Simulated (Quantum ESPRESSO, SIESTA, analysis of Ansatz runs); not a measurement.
## Where Si_i (4-fold void) puts its levels in SiC (F-43m) (SIESTA)

Question: at which Fermi levels does Si_i (4-fold void) in SiC (F-43m) change its charge? Model: a cell of 54 host atoms with 1 Si put in.

Calculated with SIESTA 5.4.2; SIESTA numerical-orbital DFT, PBEsol, DZP basis, PseudoDojo 0.4.1 potentials converted to PSML; charged supercells in a uniform background, point-charge correction with alignment at far sites.

**What experiment says.**

For SiC, cubic 3C zincblende (literature value), “Insight into the structural, elastic and electronic properties of a new orthorhombic 6O-SiC polytype” (2020, pmc:7200658) quotes earlier work: band gap (indirect gap) 2.4 eV [literature value; measurement temperature and method not stated].

## Step 1: Starting point

The cell holds 55 atoms: 28 Si and 27 C. Its edges and angles: a = 9.283 Å, b = 9.283 Å, c = 9.283 Å, α = 60.0°, β = 60.0°, γ = 60.0°. It derives from SiC (space group F-43m). Nearest the centre at fractional (0.250, 0.917, 0.250): Si55 at 0.00 Å, Si19 at 1.89 Å, Si3 at 1.89 Å, Si33 at 1.89 Å, Si21 at 1.90 Å, C20 at 2.19 Å, C4 at 2.19 Å, C34 at 2.19 Å.

As a file:

```xyz
55
Lattice="0.0000 6.5644 6.5644 6.5644 0.0000 6.5644 6.5644 6.5644 0.0000" Properties=species:S:1:pos:R:3 pbc="T T T"
Si    0.0000    0.0000    0.0000
C     1.0941    1.0941    1.0941
Si    2.1882    2.1882    0.0000
C     3.2822    3.2822    1.0941
Si    4.3763    4.3763    0.0000
C     5.4703    5.4703    1.0941
Si    2.1882    0.0000    2.1882
C     3.2822    1.0941    3.2822
Si    4.3763    2.1882    2.1882
C     5.4703    3.2822    3.2822
Si    6.5644    4.3763    2.1882
C     7.6585    5.4703    3.2822
Si    4.3763    0.0000    4.3763
C     5.4703    1.0941    5.4703
Si    6.5644    2.1882    4.3763
C     7.6585    3.2822    5.4703
Si    8.7526    4.3763    4.3763
C     9.8466    5.4703    5.4703
Si    0.0000    2.1882    2.1882
C     1.0941    3.2822    3.2822
Si    2.1882    4.3763    2.1882
C     3.2822    5.4703    3.2822
Si    4.3763    6.5644    2.1882
C     5.4703    7.6585    3.2822
Si    2.1882    2.1882    4.3763
C     3.2822    3.2822    5.4703
Si    4.3763    4.3763    4.3763
C     5.4703    5.4703    5.4703
Si    6.5644    6.5644    4.3763
C     7.6585    7.6585    5.4703
Si    4.3763    2.1882    6.5644
C     5.4703    3.2822    7.6585
Si    6.5644    4.3763    6.5644
C     7.6585    5.4703    7.6585
Si    8.7526    6.5644    6.5644
C     9.8466    7.6585    7.6585
Si    0.0000    4.3763    4.3763
C     1.0941    5.4703    5.4703
Si    2.1882    6.5644    4.3763
C     3.2822    7.6585    5.4703
Si    4.3763    8.7526    4.3763
C     5.4703    9.8466    5.4703
Si    2.1882    4.3763    6.5644
C     3.2822    5.4703    7.6585
Si    4.3763    6.5644    6.5644
C     5.4703    7.6585    7.6585
Si    6.5644    8.7526    6.5644
C     7.6585    9.8466    7.6585
Si    4.3763    4.3763    8.7526
C     5.4703    5.4703    9.8466
Si    6.5644    6.5644    8.7526
C     7.6585    7.6585    9.8466
Si    8.7526    8.7526    8.7526
C     9.8466    9.8466    9.8466
Si    7.6585    3.2822    7.6585
```

Known beforehand: the electronic dielectric constant, 7.10, and the static one, 10.43, from a response run on this crystal (DFPT, PBEsol, Quantum ESPRESSO) at that run's own cell.

The cell's shortest repeat is 9.3 Å.

The primitive cell was relaxed at this level beforehand, to 20.95 Å³.

The defect-free supercell was relaxed beforehand, from displaced atoms: they ended at most 0.01 Å from the sites they started about, so the symmetric structure holds.

## Step 2: Band edges

Levels are counted from the valence top, which comes from the unit cell, dense mesh; the energy of the host comes from the defect-free supercell at the defects' own k-points, so that the host's part of the sampling error cancels.

Input file host.fdf:

```
SystemName                      SiC
SystemLabel                     host
NumberOfSpecies                 2
NumberOfAtoms                   2
%block ChemicalSpeciesLabel
  1   14 Si
  2    6 C
%endblock ChemicalSpeciesLabel
LatticeConstant                 1.0 Ang
%block LatticeVectors
     0.000001000     2.188136000     2.188136000
     2.188136000     0.000001000     2.188136000
     2.188136000     2.188136000     0.000001000
%endblock LatticeVectors
AtomicCoordinatesFormat         Fractional
%block AtomicCoordinatesAndAtomicSpecies
     0.000003199     0.000003199     0.000003199  1
     0.249996972     0.249996972     0.249996972  2
%endblock AtomicCoordinatesAndAtomicSpecies
%block kgrid.MonkhorstPack
   12   0   0  0.00
    0  12   0  0.00
    0   0  12  0.00
%endblock kgrid.MonkhorstPack
XC.Functional                   GGA
XC.Authors                      PBEsol
PAO.BasisSize                   DZP
PAO.EnergyShift                 0.005 Ry
Mesh.Cutoff                     300 Ry
OccupationFunction              FD
ElectronicTemperature           0.01 eV
MaxSCFIterations                150
SCF.MustConverge                true
SCF.Mixer.Method                Pulay
SCF.Mixer.Weight                0.2
SCF.Mixer.History               10
SCF.DM.Tolerance                1.0e-4
SCF.H.Tolerance                 1.0e-3 eV
WriteForces                     true
Charge.Mulliken                 end
```

Run with:

```console
$ OMP_NUM_THREADS=1 siesta host.fdf > host.out
```

The log of the run:

```text
Version         : 5.4.2

                           ***********************
                           *  WELCOME TO SIESTA  *
                           ***********************

[...]
reinit: Reading from file host.fdf

reinit: -----------------------------------------------------------------------
reinit: System Name: SiC
reinit: -----------------------------------------------------------------------
reinit: System Label: host
reinit: -----------------------------------------------------------------------

initatom: Reading input for the pseudopotentials and atomic orbitals ----------
Species number:   1 Atomic number:   14 Label: Si
Species number:   2 Atomic number:    6 Label: C

[... pseudopotential checks and orbital generation ...]

prinput: Basis input

PAO.BasisType split

%block ChemicalSpeciesLabel
    1   14 Si                      # Species index, atomic number, species label
    2    6 C                       # Species index, atomic number, species label
%endblock ChemicalSpeciesLabel

%block PAO.Basis                 # Define Basis set
# WARNING: This information might be incomplete!
[...]
(Free)E + p*V (eV/cell)     -278.7432
Target enthalpy (eV/cell)     -278.7457
[...]
siesta: Final energy (eV):
siesta:  Band Struct. =    -101.151306
siesta:       Kinetic =     156.951378
siesta:       Hartree =      31.268314
siesta:         Exch. =     -90.540145
siesta:         Corr. =     -11.300426
siesta:   Exch.-corr. =    -101.840571
siesta:  Ion-electron =    -210.155603
siesta:       Ion-ion =    -154.969201
siesta:         Total =    -278.745682
siesta:         Fermi =      -6.333765
[...]
siesta: Stress tensor (static) (eV/Ang**3):
siesta:    -0.000116   -0.000014   -0.000014
siesta:    -0.000014   -0.000116   -0.000014
siesta:    -0.000014   -0.000014   -0.000116
[...]
siesta: Cell volume =         20.953310 Ang**3
[...]
siesta: Pressure (static):
siesta:                Solid            Molecule  Units
siesta:           0.00000127          0.00000094  Ry/Bohr**3
siesta:           0.00011615          0.00008588  eV/Ang**3
siesta:           0.18609308          0.13758814  kBar
[...]
mulliken: Qtot =        8.000

Mulliken Atomic Populations:
Atom #   charge [q] valence [e]  Species
     1    -0.114310    4.114310  Si
     2     0.114310    3.885690  C
 Total     0.000000

Job completed
```

Elapsed: 27 s, on 1 MPI rank of Arm Neoverse V1, shared host; peak memory 0.2 GiB.

The gap at this level is 1.23 eV.

Test of the sampling: at one point at (¼, ¼, ¼) the host's energy lies 128 meV an atom above its value on the primitive cell's dense mesh, too far, so all defect runs take a 2×2×2 mesh.

[end of part 1 of 3]

[Logs are printed without paths, hosts, clocks, repeated set-up lines and the standing remarks that a program may print on its own settings, such as how far it seeks lower states.]

[Hosts, paths, dates, database ids (printed as entryN), source tags and the programs' standing remarks are cut or masked in the printed files.]

[For some hosts the program warned that the k-mesh of the response run may be too coarse for force constants and the static dielectric constant; such warnings are not shown here.]

[Charge tables in the logs are Mulliken or Hirshfeld populations, whose sizes and signs can differ; where basis functions stand at a vacancy, SIESTA counts their charge against the missing atom's valence.]

[In relaxation paths of CP2K, step 0 can be the structure after the first move, since the trajectory file begins there, and the last row can be the final structure solved once more.]
